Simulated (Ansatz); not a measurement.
# Transmission past a defect: (4,0) C nanotube, Cl placed on top of one C, part 3 of 4

Wanted: the relaxed defect and the transmission past it, beside the channels of the perfect wire.

Ansatz 0.2.0; DFT PBE, plane waves, PAW; relaxation of a wire's period (the session's first sound run).

So far, conductance of the lead as this run defines it (G₀): step 3 (bands of the perfect wire) 3.00.

## 4. Relaxation of the scattering region

This step: DFT PBE, plane waves, PAW; relaxation of a junction in a wire, ends held (Ansatz 0.2.0).

System of this step: (4,0) C nanotube, Cl placed on top of one C. The cell holds 113 atoms: 112 C and 1 Cl. Cell: a = 9.932 Å, b = 9.932 Å, c = 29.514 Å, α = 90.0°, β = 90.0°, γ = 90.0°. Regions: held atoms, 64 atoms (64 C); free atoms, 49 atoms (48 C and 1 Cl). Vacuum lies along a and b. The structure's axis is c.

49 atoms at the defect are free to relax, while 64 stay where the perfect wire has them, so that the ends still repeat as a lead. The cutoff is set under the files' recommended one to save time.

input.yaml

```yaml
crystal:
  lattice:
    - [9.932, 0.0, 0.0]
    - [0.0, 9.932, 0.0]
    - [0.0, 0.0, 29.5143822369]
  atoms:
    - { symbol: C, position: [0.330192775, 0.499977252, 0.00029528] }
    - { symbol: C, position: [0.499977252, 0.669761728, 0.00029528] }
    - { symbol: C, position: [0.499977252, 0.330192775, 0.00029528] }
    - { symbol: C, position: [0.669761728, 0.499977252, 0.00029528] }
    - { symbol: C, position: [0.330192775, 0.499977252, 0.047323768] }
    - { symbol: C, position: [0.499977252, 0.669761728, 0.047323768] }
    - { symbol: C, position: [0.499977252, 0.330192775, 0.047323768] }
    - { symbol: C, position: [0.669761728, 0.499977252, 0.047323768] }
    - { symbol: C, position: [0.37990611, 0.620048393, 0.071729675] }
    - { symbol: C, position: [0.37990611, 0.37990611, 0.071729675] }
    - { symbol: C, position: [0.620048393, 0.620048393, 0.071729675] }
    - { symbol: C, position: [0.620048393, 0.37990611, 0.071729675] }
    - { symbol: C, position: [0.37990611, 0.620048393, 0.118746516] }
    - { symbol: C, position: [0.37990611, 0.37990611, 0.118746516] }
    - { symbol: C, position: [0.620048393, 0.620048393, 0.118746516] }
    - { symbol: C, position: [0.620048393, 0.37990611, 0.118746516] }
    - { symbol: C, position: [0.330192775, 0.499977252, 0.143152422] }
    - { symbol: C, position: [0.499977252, 0.669761728, 0.143152422] }
    - { symbol: C, position: [0.499977252, 0.330192775, 0.143152422] }
    - { symbol: C, position: [0.669761728, 0.499977252, 0.143152422] }
    - { symbol: C, position: [0.330192775, 0.499977252, 0.190180911] }
    - { symbol: C, position: [0.499977252, 0.669761728, 0.190180911] }
    - { symbol: C, position: [0.499977252, 0.330192775, 0.190180911] }
    - { symbol: C, position: [0.669761728, 0.499977252, 0.190180911] }
    - { symbol: C, position: [0.37990611, 0.620048393, 0.214586818] }
    - { symbol: C, position: [0.37990611, 0.37990611, 0.214586818] }
    - { symbol: C, position: [0.620048393, 0.620048393, 0.214586818] }
    - { symbol: C, position: [0.620048393, 0.37990611, 0.214586818] }
    - { symbol: C, position: [0.37990611, 0.620048393, 0.261603659] }
    - { symbol: C, position: [0.37990611, 0.37990611, 0.261603659] }
[... 77 atom lines left out ...]
    - { symbol: C, position: [0.620048393, 0.37990611, 0.928872532] }
    - { symbol: C, position: [0.37990611, 0.620048393, 0.975889373] }
    - { symbol: C, position: [0.37990611, 0.37990611, 0.975889373] }
    - { symbol: C, position: [0.620048393, 0.620048393, 0.975889373] }
    - { symbol: C, position: [0.620048393, 0.37990611, 0.975889373] }
    - { symbol: Cl, position: [0.746749279, 0.253153503, 0.547317944], spin: 0.4 }
magnetization:
  spin_polarized: true
kpoints:
  mp_grid: { grid: [1, 1, 1] }
scf:
  occupations: { method: fermi_dirac, width: 0.1 }
hamiltonian:
  xc: pbe
relax:
  constraints:
    - { sites: [0, 1, 2, 3, 4, 5, 6, 7, 8, 9, 10, 11, 12, 13, 14, 15, 16, 17, 18, 19, 20, 21, 22, 23, 24, 25, 26, 27, 28, 29, 30, 31, 80, 81, 82, 83, 84, 85, 86, 87, 88, 89, 90, 91, 92, 93, 94, 95, 96, 97, 98, 99, 100, 101, 102, 103, 104, 105, 106, 107, 108, 109, 110, 111] }
  f_tol: 0.06
  max_steps: 35
basis:
  ecutwfc: "350 eV"
```

Launch:

```sh
$ ansatz run input.yaml --threads 4 --pin off --max-ram 16384MiB --backend cpu --events-out ev --progress --plain --runs-dir out
```

Numbers of over 12 decimals in the logs are rounded to 6 here.

Log:

```text
[...]
Crystal: 113 atoms, lattice volume = 2911.435 Å³
Basis set: ecut = 350 eV, 43279 PW (Γ), exchange–correlation on 128×128×384 points (8 copies of the dense FFT grid, shifted against one another)
Bands: 341, of which v1, the nominal top of the filled ones, is band 228 counted from 1 (227 counted from 0)
Symmetry: 1 space group operations
[...]
k-points: 1
[...]
Starting moments: Σ|m| = 0.4 μB on 1 of 113 sites
[...]
SCF iter   1: F=—  HF=-29154.226998 eV  |F-HF|=—  |Δ(HF+E_count)|=         —  Δρ=3.62e-2 (↑3.62e-2 ↓3.62e-2)  dr2=1.70e2  dr2_m=3.35e-2  M=0.617 μB ∫|m|=0.696 μB  β_m=1.00  ethr=3.10e-3  ⟨swp⟩=6.0  Hψ=3170  notcnv=0  defer=114
[...]
spin=Collinear: LDOS preconditioning applied to the charge; magnetization (m = ρ↑ − ρ↓) channel mixes plain (no charge-response kernel on spin).
SCF iter   2: F=—  HF=-29115.926218 eV  |F-HF|=—  |Δ(HF+E_count)|=    3.83e1  Δρ=2.23e-2 (↑2.23e-2 ↓2.22e-2)  dr2=5.86e1  dr2_m=1.93e-3  M=0.572 μB ∫|m|=0.679 μB  β_m=0.30  ethr=3.10e-3  ⟨swp⟩=3.0  Hψ=1329  notcnv=0  defer=176
[...]
SCF iter   7: F=—  HF=-29098.618259 eV  |F-HF|=—  |Δ(HF+E_count)|=   1.07e-2  Δρ=6.46e-4 (↑6.46e-4 ↓4.35e-4)  dr2=1.04e-2  dr2_m=6.97e-3  M=0.010 μB ∫|m|=0.063 μB  β_m=0.30  ethr=1.08e-5  ⟨swp⟩=4.5  Hψ=1372  notcnv=0  defer=176
[...]
spin-set hold released at iteration 7 (site moments contracting): the magnetisation degrees of freedom join the quasi-Newton model from the next iteration; the mixer history was flushed
SCF iter   8: F=—  HF=-29098.619762 eV  |F-HF|=—  |Δ(HF+E_count)|=   1.50e-3  Δρ=4.57e-4 (↑4.57e-4 ↓3.39e-4)  dr2=4.00e-3  dr2_m=3.79e-3  M=0.007 μB ∫|m|=0.051 μB  β_m=0.64  ethr=2.28e-6  ⟨swp⟩=4.0  Hψ=1243  notcnv=0  defer=176
[...]
SCF iter  13: F=-29098.622755 eV  HF=-29098.622755 eV  |F-HF|=1.78e-8  |Δ(HF+E_count)|=   8.66e-7  Δρ=2.09e-6 (↑2.09e-6 ↓1.72e-6)  dr2=8.94e-8  dr2_m=8.08e-8  M=-0.000 μB ∫|m|=0.003 μB  ethr=1.84e-11  ⟨swp⟩=2.0  Hψ=1146  notcnv=0
WARN: the starting moments were not kept: the SCF closed with an absolute magnetisation of 3.3e-3 μB, where they sum to 0.4 μB in size (1 site). That is at most 0.1 of that sum. Measured as dr2_m measures the in/out step, that magnetisation stands 2.0e-7 eV from none, at or under the dr2_threshold of 9.0e-5 eV: it is no larger than a step whose dr2_m would equal this threshold. The system may hold no moment; this SCF [...]
SCF 1 converged in 13 iterations: F = -29098.622755 eV  dr2 = 8.94e-8
[...]
relax step   1: F+E_penalty+E_count = -29098.62275493 eV  Δ(F+E_penalty+E_count) = +0.000e0 eV  max|allowed force component| = 4.480e0 eV/Å  Δτ_max = 0.0000 Å  (13 SCF iters, dr2 threshold 9.00e-5 eV, accepted)
[...]
Starting moments: Σ|m| = 0.4 μB on 1 of 113 sites; this step starts from the density that it was given
[...]
SCF iter   1: F=—  HF=-29099.303272 eV  |F-HF|=—  |Δ(HF+E_count)|=         —  Δρ=1.96e-3 (↑1.96e-3 ↓1.93e-3)  dr2=3.01e-1  dr2_m=1.80e-3  M=0.000 μB ∫|m|=0.024 μB  β_m=0.30  ethr=6.70e-5  ⟨swp⟩=3.0  Hψ=2857  notcnv=0  defer=174
[...]
spin=Collinear: Resta preconditioning applied to the charge; magnetization (m = ρ↑ − ρ↓) channel mixes plain (no charge-response kernel on spin).
SCF iter   2: F=—  HF=-29099.276659 eV  |F-HF|=—  |Δ(HF+E_count)|=   2.66e-2  Δρ=1.29e-3 (↑1.29e-3 ↓1.26e-3)  dr2=6.90e-1  dr2_m=9.94e-4  M=0.000 μB ∫|m|=0.018 μB  β_m=0.24  ethr=6.62e-5  ⟨swp⟩=2.0  Hψ=746  notcnv=0  defer=174  recentre
[...]
SCF iter  12: F=-29099.244346 eV  HF=-29099.244348 eV  |F-HF|=2.50e-6  |Δ(HF+E_count)|=   8.95e-7  Δρ=4.54e-6 (↑4.19e-6 ↓4.54e-6)  dr2=3.55e-6  dr2_m=2.37e-7  M=0.000 μB ∫|m|=0.001 μB  ethr=5.71e-10  ⟨swp⟩=1.0  Hψ=1702  notcnv=0
the starting moments were not kept: the SCF closed with an absolute magnetisation of 7.5e-4 μB, where they sum to 0.4 μB in size (1 site). That is at most 0.1 of that sum. Measured as dr2_m measures the in/out step, that magnetisation stands 3.1e-8 eV from none, at or under the dr2_threshold of 1.0e-4 eV: it is no larger than a step whose dr2_m would equal this threshold.
SCF 2 converged in 12 iterations: F = -29099.244346 eV  dr2 = 3.55e-6
[...]
relax step   2: F+E_penalty+E_count = -29099.24434558 eV  Δ(F+E_penalty+E_count) = -6.216e-1 eV  max|allowed force component| = 1.883e0 eV/Å  Δτ_max = 0.1526 Å  (12 SCF iters, dr2 threshold 1.00e-4 eV, accepted)
SCF iter   1: F=—  HF=-29099.465392 eV  |F-HF|=—  |Δ(HF+E_count)|=         —  Δρ=1.42e-3 (↑1.42e-3 ↓1.42e-3)  dr2=1.81e-1  dr2_m=1.10e-3  M=0.000 μB ∫|m|=0.017 μB  β_m=0.30  ethr=3.71e-4  ⟨swp⟩=5.0  Hψ=1996  notcnv=0  defer=170
[...]
SCF iter  11: F=-29099.427718 eV  HF=-29099.427723 eV  |F-HF|=4.85e-6  |Δ(HF+E_count)|=   1.11e-6  Δρ=5.61e-6 (↑5.25e-6 ↓5.61e-6)  dr2=6.51e-6  dr2_m=3.19e-7  M=0.000 μB ∫|m|=0.001 μB  ethr=6.64e-9  ⟨swp⟩=2.0  Hψ=1274  notcnv=0
[...]
SCF 3 converged in 11 iterations: F = -29099.427718 eV  dr2 = 6.51e-6
[...]
relax step   3: F+E_penalty+E_count = -29099.42771818 eV  Δ(F+E_penalty+E_count) = -1.834e-1 eV  max|allowed force component| = 2.963e-1 eV/Å  Δτ_max = 0.1174 Å  (11 SCF iters, dr2 threshold 1.00e-4 eV, accepted)
[...]
relax step   4: F+E_penalty+E_count = -29099.45318549 eV  Δ(F+E_penalty+E_count) = -2.547e-2 eV  max|allowed force component| = 2.448e-1 eV/Å  Δτ_max = 0.1237 Å  (13 SCF iters, dr2 threshold 5.49e-6 eV, accepted)
[...]
relax step   5: F+E_penalty+E_count = -29099.45935623 eV  Δ(F+E_penalty+E_count) = -6.171e-3 eV  max|allowed force component| = 1.364e-1 eV/Å  Δτ_max = 0.0394 Å  (12 SCF iters, dr2 threshold 3.75e-6 eV, accepted)
[...]
relax step   6: F+E_penalty+E_count = -29099.46033117 eV  Δ(F+E_penalty+E_count) = -9.749e-4 eV  max|allowed force component| = 1.235e-2 eV/Å  Δτ_max = 0.0214 Å  (10 SCF iters, dr2 threshold 5.78e-6 eV, accepted)
[...]
SCF iter   6: F=-29099.460331 eV  HF=-29099.460331 eV  |F-HF|=5.54e-8  |Δ(HF+E_count)|=   3.42e-9  Δρ=1.92e-7 (↑1.75e-7 ↓1.92e-7)  dr2=5.68e-8  dr2_m=2.84e-10  M=0.000 μB ∫|m|=0.000 μB  ethr=1.95e-12  ⟨swp⟩=1.0  Hψ=1362  notcnv=0
[...]
SCF 7 converged in 6 iterations: F = -29099.460331 eV  dr2 = 5.68e-8
relax step   7: F+E_penalty+E_count = -29099.46033121 eV  Δ(F+E_penalty+E_count) = -4.549e-8 eV  max|allowed force component| = 1.227e-2 eV/Å  Δτ_max = 0.0000 Å  (6 SCF iters, accepted)
SCF converged after 6 iterations
Magnetization: 0.0000 μB (227.5000 up, 227.5000 down)
Absolute magnetization: 0.0001 μB (∫|ρ↑−ρ↓|, with the PAW one-centre terms)
[...]
Per-site moments (μB) at R_I (Å): [(1.1206594112897955e-7, 0.572557), (1.1062014617831184e-7, 0.572557), (7.252029429634747e-8, 0.572557), (7.229979088358418e-8, 0.572557), (-8.014718483581232e-8, 0.572557), (-8.053069626320784e-8, 0.572557), (-9.050380890918647e-8, 0.572557), (-9.278483541737728e-8, 0.572557), (3.866820593504609e-8, 0.572415), (6.475148195960358e-8, 0.572415), (6.37274379241011e-8, 0.572415), (6.446 [...]
Free energy (F): -29099.460331 eV
[...]
Internal energy: -29098.976806 eV  (E = F + TS)
E sigma→0 (E₀):  -29099.218569 eV
Entropy (-TS):   -0.483525 eV (-4.279 meV/atom)
Fermi energy:    -1.633718 eV
[...]
--- Forces (eV/Å), atoms counted from 1 ---
  atom   1  C      0.03019520     0.00220608    -0.08314583
  atom   2  C     -0.00220669    -0.03019489    -0.08314551
  atom   3  C      0.00063139     0.02600818    -0.06579343
  atom   4  C     -0.02600810    -0.00063195    -0.06579355
  atom   5  C      0.03940414    -0.00391185     0.08312201
  atom   6  C      0.00391129    -0.03940377     0.08312166
  atom   7  C     -0.02207403     0.03986994     0.06114285
  atom   8  C     -0.03986980     0.02207346     0.06114296
  atom   9  C      0.02721116    -0.02721079    -0.08710774
  atom  10  C      0.01022258     0.01595989    -0.05937682
  atom  11  C     -0.01595964    -0.01022242    -0.05937677
  atom  12  C     -0.01370167     0.01370213    -0.06750994
  atom  13  C      0.02375310    -0.02375265     0.06886781
  atom  14  C      0.02124048     0.02723292     0.06194234
  atom  15  C     -0.02723259    -0.02124021     0.06194214
  atom  16  C     -0.03818862     0.03818902     0.06002270
  atom  17  C      0.03265060    -0.01401169    -0.04702696
  atom  18  C      0.01401096    -0.03265027    -0.04702652
  atom  19  C     -0.01655995     0.01530064    -0.05217074
  atom  20  C     -0.01530045     0.01655926    -0.05217073
  atom  21  C      0.01520148    -0.02937665     0.03435714
  atom  22  C      0.02937595    -0.01520135     0.03435684
  atom  23  C     -0.02785428     0.04198485     0.04520680
  atom  24  C     -0.04198422     0.02785359     0.04520664
  atom  25  C      0.02334769    -0.02334712     0.01575365
  atom  26  C      0.02457344     0.03010579    -0.07239347
  atom  27  C     -0.03010586    -0.02457287    -0.07239318
  atom  28  C     -0.01548830     0.01548821    -0.04940402
  atom  29  C      0.00696320    -0.00696465     0.01554788
  atom  30  C      0.01421883    -0.03357646    -0.04350995
  atom  31  C      0.03357837    -0.01421998    -0.04351092
  atom  32  C      0.00556633    -0.00556402    -0.15518252
  atom  33  C      0.00001827    -0.00071153    -0.00175639
  atom  34  C      0.00071169    -0.00001731    -0.00175554
  atom  35  C      0.00018872    -0.00049168    -0.00102186
  atom  36  C      0.00049069    -0.00018961    -0.00102214
  atom  37  C     -0.00009071     0.00105429     0.00031178
  atom  38  C     -0.00105450     0.00009147     0.00031045
  atom  39  C      0.00041840     0.00022859     0.00090730
  atom  40  C     -0.00022927    -0.00041934     0.00090931
[...]
atom 102  C     -0.01392581    -0.05003087     0.11176630
  atom 103  C     -0.00499886     0.03550629     0.08329984
  atom 104  C     -0.03550616     0.00499824     0.08329999
  atom 105  C      0.03993984    -0.03993939    -0.14429488
  atom 106  C      0.01818032     0.01503588    -0.05560974
  atom 107  C     -0.01503567    -0.01818007    -0.05560965
  atom 108  C     -0.03814815     0.03814860    -0.12052107
  atom 109  C      0.04670850    -0.04670803     0.14816510
  atom 110  C      0.00903390     0.03075159     0.05960063
  atom 111  C     -0.03075131    -0.00903372     0.05960073
  atom 112  C     -0.03508624     0.03508674     0.10868250
  atom 113  Cl     0.00526836    -0.00526569     0.00337090
  max |Σ_I F_I| component: 1.86e-5 eV/Å
--- Relaxed structure (7 steps of the walk, 7 accepted, 0 SCFs on fresh bases) ---
  F+E_penalty+E_count = -29099.46033121 eV   max|allowed force component| = 1.227e-2 eV/Å
  atoms:
    - { symbol: C, position: [0.330192775, 0.499977, 0.00029528] }
    - { symbol: C, position: [0.499977, 0.669761728, 0.00029528] }
    - { symbol: C, position: [0.499977, 0.330192775, 0.00029528] }
    - { symbol: C, position: [0.669761728, 0.499977, 0.00029528] }
    - { symbol: C, position: [0.330192775, 0.499977, 0.047324] }
    - { symbol: C, position: [0.499977, 0.669761728, 0.047324] }
    - { symbol: C, position: [0.499977, 0.330192775, 0.047324] }
    - { symbol: C, position: [0.669761728, 0.499977, 0.047324] }
    - { symbol: C, position: [0.37990611, 0.620048393, 0.071730] }
    - { symbol: C, position: [0.37990611, 0.37990611, 0.071730] }
    - { symbol: C, position: [0.620048393, 0.620048393, 0.071730] }
    - { symbol: C, position: [0.620048393, 0.37990611, 0.071730] }
    - { symbol: C, position: [0.37990611, 0.620048393, 0.118746516] }
    - { symbol: C, position: [0.37990611, 0.37990611, 0.118746516] }
    - { symbol: C, position: [0.620048393, 0.620048393, 0.118746516] }
    - { symbol: C, position: [0.620048393, 0.37990611, 0.118746516] }
    - { symbol: C, position: [0.330192775, 0.499977, 0.143152422] }
    - { symbol: C, position: [0.499977, 0.669761728, 0.143152422] }
    - { symbol: C, position: [0.499977, 0.330192775, 0.143152422] }
    - { symbol: C, position: [0.669761728, 0.499977, 0.143152422] }
    - { symbol: C, position: [0.330192775, 0.499977, 0.190180911] }
    - { symbol: C, position: [0.499977, 0.669761728, 0.190180911] }
    - { symbol: C, position: [0.499977, 0.330192775, 0.190180911] }
    - { symbol: C, position: [0.669761728, 0.499977, 0.190180911] }
    - { symbol: C, position: [0.37990611, 0.620048393, 0.214587] }
    - { symbol: C, position: [0.37990611, 0.37990611, 0.214587] }
    - { symbol: C, position: [0.620048393, 0.620048393, 0.214587] }
    - { symbol: C, position: [0.620048393, 0.37990611, 0.214587] }
    - { symbol: C, position: [0.37990611, 0.620048393, 0.261603659] }
    - { symbol: C, position: [0.37990611, 0.37990611, 0.261603659] }
    - { symbol: C, position: [0.620048393, 0.620048393, 0.261603659] }
    - { symbol: C, position: [0.620048393, 0.37990611, 0.261603659] }
    - { symbol: C, position: [0.330466, 0.499761, 0.286022] }
    - { symbol: C, position: [0.500193, 0.669489, 0.286022] }
    - { symbol: C, position: [0.499998, 0.330131, 0.285808] }
    - { symbol: C, position: [0.669823, 0.499956, 0.285808] }
    - { symbol: C, position: [0.330364, 0.499299, 0.333001] }
    - { symbol: C, position: [0.500656, 0.669590, 0.333001] }
    - { symbol: C, position: [0.500402, 0.329579, 0.332777] }
    - { symbol: C, position: [0.670376, 0.499553, 0.332777] }
[...]
- { symbol: C, position: [0.330192775, 0.499977, 0.904466625] }
    - { symbol: C, position: [0.499977, 0.669761728, 0.904466625] }
    - { symbol: C, position: [0.499977, 0.330192775, 0.904466625] }
    - { symbol: C, position: [0.669761728, 0.499977, 0.904466625] }
    - { symbol: C, position: [0.37990611, 0.620048393, 0.928872532] }
    - { symbol: C, position: [0.37990611, 0.37990611, 0.928872532] }
    - { symbol: C, position: [0.620048393, 0.620048393, 0.928872532] }
    - { symbol: C, position: [0.620048393, 0.37990611, 0.928872532] }
    - { symbol: C, position: [0.37990611, 0.620048393, 0.975889] }
    - { symbol: C, position: [0.37990611, 0.37990611, 0.975889] }
    - { symbol: C, position: [0.620048393, 0.620048393, 0.975889] }
    - { symbol: C, position: [0.620048393, 0.37990611, 0.975889] }
    - { symbol: Cl, position: [0.763013, 0.236941, 0.554422] }
```

Wall time 5.5 min (4 threads of Arm Neoverse V1, shared host); peak memory 3.9 GiB; 21 min of CPU time.

The steps of the relaxation:

| step | energy less that of the first step (eV) | largest force component (eV/Å) |
| --- | --- | --- |
| 1 | 0.0000 | 4.4801 |
| 2 | -0.6216 | 1.8831 |
| 3 | -0.8050 | 0.2963 |
| 4 | -0.8304 | 0.2448 |
| 5 | -0.8366 | 0.1364 |
| 6 | -0.8376 | 0.0123 |
| 7 | -0.8376 | 0.0123 |

The atoms that moved most (Å):

| atom | dx | dy | dz | length |
| --- | --- | --- | --- | --- |
| Cl113 | 0.162 | -0.161 | 0.210 | 0.310 |
| C64 | 0.137 | -0.137 | 0.040 | 0.198 |
| C63 | -0.046 | -0.065 | 0.018 | 0.081 |
| C62 | 0.065 | 0.046 | 0.018 | 0.081 |
| C59 | -0.032 | -0.074 | 0.002 | 0.081 |
| C58 | 0.074 | 0.032 | 0.002 | 0.081 |
| C60 | -0.016 | 0.016 | -0.055 | 0.060 |
| C56 | 0.036 | -0.027 | -0.021 | 0.050 |

Numbers from this step:

```yaml
energy_at_zero_smearing: -29099.2186 eV
```

The largest force component on a free atom ends at 0.012 eV/Å, under the limit of 0.06. Cl ends nearest to C at 1.82 Å.

(Continued in part 4 of 4.)

[Logs are printed without paths, hosts, clocks, repeated set-up lines and the standing remarks that a program may print on its own settings, such as how far it seeks lower states.]

[Hosts, paths, dates, database ids (printed as entryN), source tags and the programs' standing remarks are cut or masked in the printed files.]
